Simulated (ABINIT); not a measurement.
# C in ABINIT: reference runs

How does C come out in PBE? The cell is run as given and disturbed.

Program: ABINIT 10.8.3 (patched build). These are calculated values, not measurements. Logs are shortened: lines on timing, memory, paths and dates and some standing lists are left out, and cuts for length are marked. The log counts tension as positive stress, the text compression.

### Step 1. The slab as given

The cell holds a slab with vacuum, 4 atoms: a = 2.456 Å, b = 2.456 Å, c = 24.134 Å, α = 90.00°, β = 90.00°, γ = 120.00°.

### Step 2. Single point, PBE

run.abi reads:

```
# Pseudopotentials
pp_dirpath "./"
pseudos "C.GGA_PBE-JTH.xml"

# Structure
acell 2.456227506 2.456227506 24.1339601687 Angstrom
rprim
     1.0000000000     0.0000000000     0.0000000000
    -0.5000000000     0.8660254038     0.0000000000
     0.0000000000     0.0000000000     1.0000000000
ntypat 1
znucl 6
natom 4
typat 1 1 1 1
xred
     0.6666666667     0.3333333333     0.5704754400
     0.3333333333     0.6666666667     0.4295245600
     0.0000000000     0.0000000000     0.4295312300
     0.0000000000     0.0000000000     0.5704687700

# Plane-wave basis
ecut 19.0
pawecutdg 38.0
pawxcdev 0
pawovlp 30

# k points
kptopt 1
ngkpt 12 12 2
nshiftk 1
shiftk 0.0 0.0 0.0

# Exchange and correlation
ixc 11

# Bands and occupations
nband 12
occopt 3
tsmear 0.00183747

# SCF cycle
nstep 100
tolvrs 1.0e-9

# Output
iomode 3
prtwf 0
prtden 0
prteig 0
prtebands 0
enunit 2
```

Potentials or basis: JTH PAW PBE v2.0.

The run is started by

```console
$ abinit run.abi > log 2>&1
```

run.abo:

```text
.Version 10.8.3 of ABINIT
 Symmetries : space group P-3 m 1 (#164); Bravais hP (primitive hexag.)
================================================================================
 Values of the parameters that define the memory need of the present run
     intxc =       0    ionmov =       0      iscf =      17    lmnmax =       8
     lnmax =       4     mgfft =     180  mpssoang =       2    mqgrid =   12656
     natom =       4  nloc_mem =       2    nspden =       1   nspinor =       1
    nsppol =       1      nsym =      12    n1xccc =       1    ntypat =       1
    occopt =       3   xclevel =       2
       mpw =        3422          nfft =       72000          nkpt =          38
 PAW method is used; the additional fine FFT grid is defined by:
   mgfftf=       256    nfftf =    186624
================================================================================
================================================================================

--------------------------------------------------------------------------------
------------- Echo of variables that govern the present computation ------------
--------------------------------------------------------------------------------
 -outvars: echo values of preprocessed input variables --------
            acell      4.6415972893E+00  4.6415972893E+00  4.5606575052E+01 Bohr
              amu      1.20110000E+01
             ecut      1.90000000E+01 Hartree
           enunit           2
              ixc          11
         kptrlatt       12    0    0      0   12    0      0    0    2
          kptrlen      5.56991675E+01
            natom           4
            nband          12
            ngfft          20      20     180
          ngfftdg          27      27     256
             nkpt          38
            nstep         100
             nsym          12
           ntypat           1
           occopt           3
        pawecutdg      3.80000000E+01 Hartree
          pawovlp      3.0000000000E+01
         pawxcdev           0
           prtden           0
        prtebands           0
           prteig           0
            prtwf           0
            rprim      1.0000000000E+00  0.0000000000E+00  0.0000000000E+00
                      -5.0000000000E-01  8.6602540380E-01  0.0000000000E+00
                       0.0000000000E+00  0.0000000000E+00  1.0000000000E+00
          spgroup         164
           tolvrs      1.00000000E-09
           tsmear      1.83747000E-03 Hartree
            typat      1  1  1  1
           useylm           1
           xangst      1.2281137530E+00  7.0905180590E-01  1.3767831546E+01
                      -2.8045122815E-16  1.4181036118E+00  1.0366128623E+01
                       2.2724669424E-17  3.9360282028E-17  1.0366289596E+01
                       2.2724669424E-17  3.9360282028E-17  1.3767670573E+01
            xcart      2.3207986446E+00  1.3399137222E+00  2.6017430970E+01
                      -5.2997601288E-16  2.6798274445E+00  1.9589144082E+01
                       4.2943401513E-17  7.4380153272E-17  1.9589448278E+01
                       4.2943401513E-17  7.4380153272E-17  2.6017126774E+01
             xred      6.6666666667E-01  3.3333333333E-01  5.7047544000E-01
                       3.3333333333E-01  6.6666666667E-01  4.2952456000E-01
                       1.8503717077E-17  1.8503717077E-17  4.2953123000E-01
                       1.8503717077E-17  1.8503717077E-17  5.7046877000E-01
            znucl        6.00000

================================================================================

 chkinp: Checking input parameters for consistency.

================================================================================
== DATASET  1 ==================================================================

--- !DatasetInfo
iteration_state: {dtset: 1, }
dimensions: {natom: 4, nkpt: 38, mband: 12, nsppol: 1, nspinor: 1, nspden: 1, mpw: 3422, }
cutoff_energies: {ecut:  19.0, pawecutdg:  38.0, }
electrons: {nelect:   1.60000000E+01, charge:   0.00000000E+00, occopt:   3.00000000E+00, tsmear:   1.83747000E-03, }
meta: {optdriver: 0, ionmov: 0, optcell: 0, iscf: 17, paral_kgb: 0, }
...

 Exchange-correlation functional for the present dataset will be:
  GGA: Perdew-Burke-Ernzerhof functional - ixc=11
  J.P.Perdew, K.Burke, M.Ernzerhof, PRL 77, 3865 (1996)

 Real(R)+Recip(G) space primitive vectors, cartesian coordinates (Bohr,Bohr^-1):
 R(1)=  4.6415973  0.0000000  0.0000000  G(1)=  0.2154431  0.1243861  0.0000000
 R(2)= -2.3207986  4.0197412  0.0000000  G(2)=  0.0000000  0.2487722  0.0000000
 R(3)=  0.0000000  0.0000000 45.6065751  G(3)=  0.0000000  0.0000000  0.0219267
 Unit cell volume ucvol=  8.5092838E+02 bohr^3
 Angles (23,13,12)=  9.00000000E+01  9.00000000E+01  1.20000000E+02 degrees

 Coarse grid specifications (used for wave-functions):

 getcut: wavevector=  0.0000  0.0000  0.0000  ngfft=  20  20 180
         ecut(hartree)=     19.000   => boxcut(ratio)=   2.01142

 Fine grid specifications (used for densities):

 getcut: wavevector=  0.0000  0.0000  0.0000  ngfft=  27  27 256
         ecut(hartree)=     38.000   => boxcut(ratio)=   2.02058

--- Pseudopotential description ------------------------------------------------
- pspini: atom type   1  psp file is ./C.GGA_PBE-JTH.xml
 Pseudopotential format is: paw10
 basis_size (lnmax)=  4 (lmn_size=  8), orbitals=   0   0   1   1
 Spheres core radius: rc_sph= 1.50736703
[... 58 lines left out ...]
  sigma(1 1)= -4.27972372E-05  sigma(3 2)=  0.00000000E+00
  sigma(2 2)= -4.27972372E-05  sigma(3 1)=  0.00000000E+00
  sigma(3 3)= -1.31306981E-05  sigma(2 1)=  0.00000000E+00

--- !ResultsGS
iteration_state: {dtset: 1, }
comment   : Summary of ground state results
lattice_vectors:
- [  4.6415973,   0.0000000,   0.0000000, ]
- [ -2.3207986,   4.0197412,   0.0000000, ]
- [  0.0000000,   0.0000000,  45.6065751, ]
lattice_lengths: [   4.64160,    4.64160,   45.60658, ]
lattice_angles: [ 90.000,  90.000, 120.000, ] # degrees, (23, 13, 12)
lattice_volume:   8.5092838E+02
convergence: {deltae:  3.894E-10, res2:  5.298E-10, residm:  1.546E-06, diffor: null, }
etotal    :  -2.29890790E+01
entropy   :   0.00000000E+00
fermie    :  -6.11386416E-02
cartesian_stress_tensor: # hartree/bohr^3
- [ -4.27972372E-05,   0.00000000E+00,   0.00000000E+00, ]
- [  0.00000000E+00,  -4.27972372E-05,   0.00000000E+00, ]
- [  0.00000000E+00,   0.00000000E+00,  -1.31306981E-05, ]
pressure_GPa:   9.6820E-01
xred      :
- [  6.6667E-01,   3.3333E-01,   5.7048E-01,  C]
- [  3.3333E-01,   6.6667E-01,   4.2952E-01,  C]
- [  1.8504E-17,   1.8504E-17,   4.2953E-01,  C]
- [  1.8504E-17,   1.8504E-17,   5.7047E-01,  C]
cartesian_forces: # hartree/bohr
- [ -6.96134125E-28,  -4.01913224E-28,   1.19716103E-03, ]
- [  2.32044708E-28,   1.33971075E-28,  -1.19716103E-03, ]
- [ -2.32044708E-28,  -1.20573967E-27,  -6.27803673E-04, ]
- [  6.96134125E-28,   1.47368182E-27,   6.27803673E-04, ]
force_length_stats: {min:   6.27803673E-04, max:   1.19716103E-03, mean:   9.12482349E-04, }
...

 Integrated electronic density in atomic spheres:
 ------------------------------------------------
 Atom  Sphere_radius  Integrated_density
    1        1.50737          2.73832927
    2        1.50737          2.73832927
    3        1.50737          2.73721992
    4        1.50737          2.73721992

================================================================================

 ----iterations are completed or convergence reached----

 Mean square residual over all n,k,spin=   68.798E-10; max=  15.463E-07
 reduced coordinates (array xred) for    4 atoms
       0.666666666667      0.333333333333      0.570475440000
       0.333333333333      0.666666666667      0.429524560000
       0.000000000000      0.000000000000      0.429531230000
       0.000000000000      0.000000000000      0.570468770000
 rms dE/dt=  2.5169E-02; max dE/dt=  5.4598E-02; dE/dt below (all hartree)
    1       0.000000000000      0.000000000000     -0.054598414165
    2      -0.000000000000      0.000000000000      0.054598414165
    3      -0.000000000000      0.000000000000      0.028631975314
    4      -0.000000000000      0.000000000000     -0.028631975314

 cartesian coordinates (angstrom) at end:
    1      1.22811375300000     0.70905180590277    13.76783154618161
    2     -0.00000000000000     1.41810361180554    10.36612862251839
    3      0.00000000000000     0.00000000000000    10.36628959603272
    4      0.00000000000000     0.00000000000000    13.76767057266728

 cartesian forces (hartree/bohr) at end:
    1     -0.00000000000000    -0.00000000000000     0.00119716102563
    2      0.00000000000000     0.00000000000000    -0.00119716102563
    3     -0.00000000000000    -0.00000000000000    -0.00062780367263
    4      0.00000000000000     0.00000000000000     0.00062780367263
 frms,max,avg= 5.5186532E-04 1.1971610E-03   0.000E+00  0.000E+00  0.000E+00 h/b

 cartesian forces (eV/Angstrom) at end:
    1     -0.00000000000000    -0.00000000000000     0.06156049508191
    2      0.00000000000000     0.00000000000000    -0.06156049508191
    3     -0.00000000000000    -0.00000000000000    -0.03228296283800
    4      0.00000000000000     0.00000000000000     0.03228296283800
 frms,max,avg= 2.8378056E-02 6.1560495E-02   0.000E+00  0.000E+00  0.000E+00 e/A
 length scales=  4.641597289262  4.641597289262 45.606575052410 bohr
              =  2.456227506000  2.456227506000 24.133960168700 angstroms
 Fermi (or HOMO) energy (hartree) =  -0.06114   Average Vxc (hartree)=  -0.13365
 Eigenvalues (hartree) for nkpt=  38  k points:
 kpt#   1, nband= 12, wtk=  0.00347, kpt=  0.0000  0.0000  0.0000 (reduced coord)
  -0.78410   -0.77917   -0.35967   -0.32652   -0.17230   -0.17230   -0.17202   -0.17202
   0.05642    0.06711    0.07816    0.10493
      occupation numbers for kpt#   1
   2.00000    2.00000    2.00000    2.00000    2.00000    2.00000    2.00000    2.00000
   0.00000    0.00000    0.00000    0.00000
 prteigrs : prtvol=0 or 1, do not print more k-points.

 Fermi (or HOMO) energy (eV) =  -1.66367   Average Vxc (eV)=  -3.63677
 Eigenvalues (   eV  ) for nkpt=  38  k points:
 kpt#   1, nband= 12, wtk=  0.00347, kpt=  0.0000  0.0000  0.0000 (reduced coord)
 -21.33637  -21.20230   -9.78725   -8.88497   -4.68854   -4.68854   -4.68077   -4.68077
   1.53519    1.82604    2.12673    2.85527
 prteigrs : prtvol=0 or 1, do not print more k-points.

--- !EnergyTerms
iteration_state     : {dtset: 1, }
comment             : Components of total free energy in Hartree
kinetic             :  1.36929016532642E+01
hartree             :  1.87823523870141E+02
xc                  : -8.59524480774906E+00
Ewald energy        :  1.68949937776667E+02
psp_core            :  3.28997565982414E-01
local_psp           : -3.88279504167011E+02
PAW spherical_terms :  3.09037044139779E+00
internal            : -2.29890176673087E+01
'-kT*entropy'       : -7.22807603470678E-05
total_energy        : -2.29890899480690E+01
total_energy_eV     : -6.25565006020505E+02
...

--- !EnergyTermsDC
iteration_state     : {dtset: 1, }
comment             : '"Double-counting" decomposition of free energy'
band_energy         : -6.37297369648314E+00
Ewald energy        :  1.68949937776667E+02
psp_core            :  3.28997565982414E-01
xc_dc               : -1.87535926078200E+02
PAW spherical_terms :  1.64095770497127E+00
internal            : -2.29890067270629E+01
'-kT*entropy'       : -7.22807603470678E-05
total_energy_dc     : -2.29890790078233E+01
total_energy_dc_eV  : -6.25564708321253E+02
...

--- !EnergyTermsWithPAWCore
iteration_state     : {dtset: 1, }
comment             : 'Components of total free energy, including PAW core contributions'
Total energy        : -1.52416758569191E+02
Total energy DC     : -1.52416747628945E+02
Total energy (eV)   : -4.14747128778668E+03
Total energy DC (eV): -4.14747099008743E+03
...

 Cartesian components of stress tensor (hartree/bohr^3)
  sigma(1 1)= -4.27972372E-05  sigma(3 2)=  0.00000000E+00
  sigma(2 2)= -4.27972372E-05  sigma(3 1)=  0.00000000E+00
  sigma(3 3)= -1.31306981E-05  sigma(2 1)=  0.00000000E+00

-Cartesian components of stress tensor (GPa)         [Pressure=  9.6820E-01 GPa]
- sigma(1 1)= -1.25913819E+00  sigma(3 2)=  0.00000000E+00
- sigma(2 2)= -1.25913819E+00  sigma(3 1)=  0.00000000E+00
- sigma(3 3)= -3.86318475E-01  sigma(2 1)=  0.00000000E+00

== END DATASET(S) ==============================================================
================================================================================

 -outvars: echo values of variables after computation  --------
            acell      4.6415972893E+00  4.6415972893E+00  4.5606575052E+01 Bohr
           etotal     -2.2989079008E+01
            fcart     -6.9613412505E-28 -4.0191322448E-28  1.1971610256E-03
                       2.3204470835E-28  1.3397107483E-28 -1.1971610256E-03
                      -2.3204470835E-28 -1.2057396734E-27 -6.2780367263E-04
                       6.9613412505E-28  1.4736818231E-27  6.2780367263E-04
            rprim      1.0000000000E+00  0.0000000000E+00  0.0000000000E+00
                      -5.0000000000E-01  8.6602540380E-01  0.0000000000E+00
                       0.0000000000E+00  0.0000000000E+00  1.0000000000E+00
           strten     -4.2797237186E-05 -4.2797237198E-05 -1.3130698076E-05
                       0.0000000000E+00  0.0000000000E+00  0.0000000000E+00
           xangst      1.2281137530E+00  7.0905180590E-01  1.3767831546E+01
                      -2.8045122815E-16  1.4181036118E+00  1.0366128623E+01
                       2.2724669424E-17  3.9360282028E-17  1.0366289596E+01
                       2.2724669424E-17  3.9360282028E-17  1.3767670573E+01
             xred      6.6666666667E-01  3.3333333333E-01  5.7047544000E-01
                       3.3333333333E-01  6.6666666667E-01  4.2952456000E-01
                       1.8503717077E-17  1.8503717077E-17  4.2953123000E-01
                       1.8503717077E-17  1.8503717077E-17  5.7046877000E-01
 Calculation completed.
```

Wall time 2 min (1 thread of Arm Neoverse V2, shared host); peak memory 0.16 GiB.

Results:

```
Free energy            : -625.5647 eV
Largest force          : 0.062 eV/Å
Band gap on the k mesh : none (metal or under the smearing width)
```

Forces on the atoms (eV/Å):
```
C    0.000  0.000  0.062
C    0.000  0.000 -0.062
C    0.000  0.000 -0.032
C    0.000  0.000  0.032
```

Caveat: the atomic spheres overlap.

### Step 3. Single point, PBE (atoms moved at random, drawn with an rms of 0.05 Å)

run.abi reads:

```
pp_dirpath "./"
pseudos "C.GGA_PBE-JTH.xml"

acell 3*1.0
rprim
     4.6415972861     0.0000000000     0.0000000000
    -2.3207986431     4.0197411640     0.0000000000
     0.0000000000     0.0000000000    45.6065750215
ntypat 1
znucl 6
natom 4
typat 1 1 1 1
xred
     0.6564340000     0.3254400000     0.5712410000
     0.2948070000     0.6493610000     0.4288780000
     0.0012300000    -0.0078630000     0.4296970000
    -0.0047730000     0.0161830000     0.5710910000
chkprim 0
chksymtnons 0
tolsym 1.0e-6

ecut 19.0
pawecutdg 38.0
pawxcdev 0
pawovlp 30

kptopt 1
ngkpt 12 12 2
nshiftk 1
shiftk 0.0 0.0 0.0

ixc 11

nband 12
occopt 3
tsmear 0.00183747

nstep 100
tolvrs 1.0e-9

iomode 3
prtwf 0
prtden 0
prteig 0
prtebands 0
```

Potentials or basis: JTH PAW PBE v2.0.

The run is started by

```console
$ abinit run.abi > log 2>&1
```

run.abo:

```text
.Version 10.8.3 of ABINIT
 Symmetries : space group P1 (#  1); Bravais aP (primitive triclinic)
================================================================================
 Values of the parameters that define the memory need of the present run
     intxc =       0    ionmov =       0      iscf =      17    lmnmax =       8
     lnmax =       4     mgfft =     180  mpssoang =       2    mqgrid =   12656
     natom =       4  nloc_mem =       2    nspden =       1   nspinor =       1
    nsppol =       1      nsym =       1    n1xccc =       1    ntypat =       1
    occopt =       3   xclevel =       2
       mpw =        3422          nfft =       72000          nkpt =         148
 PAW method is used; the additional fine FFT grid is defined by:
   mgfftf=       256    nfftf =    186624
================================================================================
================================================================================

--------------------------------------------------------------------------------
------------- Echo of variables that govern the present computation ------------
--------------------------------------------------------------------------------
 -outvars: echo values of preprocessed input variables --------
            acell      1.0000000000E+00  1.0000000000E+00  1.0000000000E+00 Bohr
              amu      1.20110000E+01
          chkprim           0
      chksymtnons           0
             ecut      1.90000000E+01 Hartree
[... 273 lines left out ...]
Total energy        : -1.52406582982508E+02
Total energy DC     : -1.52406578872447E+02
Total energy (eV)   : -4.14719439596719E+03
Total energy DC (eV): -4.14719428412673E+03
...

 Cartesian components of stress tensor (hartree/bohr^3)
  sigma(1 1)= -9.09206532E-05  sigma(3 2)=  3.59540227E-07
  sigma(2 2)= -5.95435906E-05  sigma(3 1)=  3.72573977E-06
  sigma(3 3)= -1.19059918E-05  sigma(2 1)=  5.37255079E-05

-Cartesian components of stress tensor (GPa)         [Pressure=  1.5924E+00 GPa]
- sigma(1 1)= -2.67497797E+00  sigma(3 2)=  1.05780387E-02
- sigma(2 2)= -1.75183292E+00  sigma(3 1)=  1.09615048E-01
- sigma(3 3)= -3.50286373E-01  sigma(2 1)=  1.58065901E+00

== END DATASET(S) ==============================================================
================================================================================

 -outvars: echo values of variables after computation  --------
            acell      1.0000000000E+00  1.0000000000E+00  1.0000000000E+00 Bohr
           etotal     -2.2978910251E+01
            fcart     -1.9177592467E-02  5.0489464061E-02 -3.4905400422E-04
                       8.7468461769E-02  1.2375934778E-02  5.3204085413E-03
                      -8.7385264052E-02 -1.2301404162E-02 -6.8882014801E-03
                       1.9094394750E-02 -5.0563994677E-02  1.9168469430E-03
            rprim      4.6415972861E+00  0.0000000000E+00  0.0000000000E+00
                      -2.3207986431E+00  4.0197411640E+00  0.0000000000E+00
                       0.0000000000E+00  0.0000000000E+00  4.5606575021E+01
           strten     -9.0920653181E-05 -5.9543590648E-05 -1.1905991833E-05
                       3.5954022739E-07  3.7257397666E-06  5.3725507871E-05
           xangst      1.2126739061E+00  6.9226145867E-01  1.3786307531E+01
                      -7.3376112368E-02  1.3812917683E+00  1.0350524562E+01
                       1.2677818264E-02 -1.6725823038E-02  1.0370290276E+01
                      -3.1598138730E-02  3.4423756102E-02  1.3782687437E+01
             xred      6.5643400000E-01  3.2544000000E-01  5.7124100000E-01
                       2.9480700000E-01  6.4936100000E-01  4.2887800000E-01
                       1.2300000000E-03 -7.8630000000E-03  4.2969700000E-01
                      -4.7730000000E-03  1.6183000000E-02  5.7109100000E-01
 Calculation completed.
```

Wall time 7.7 min (1 thread of Arm Neoverse V2, shared host); peak memory 0.27 GiB.

What came out:

```
Free energy            : -625.2880 eV
Largest force          : 4.552 eV/Å
Band gap on the k mesh : 0.61 eV, direct
```

Forces on the atoms (eV/Å):
```
C   -0.986  2.596 -0.018
C    4.498  0.636  0.274
C   -4.494 -0.633 -0.354
C    0.982 -2.600  0.099
```

Caveat: the atomic spheres overlap.
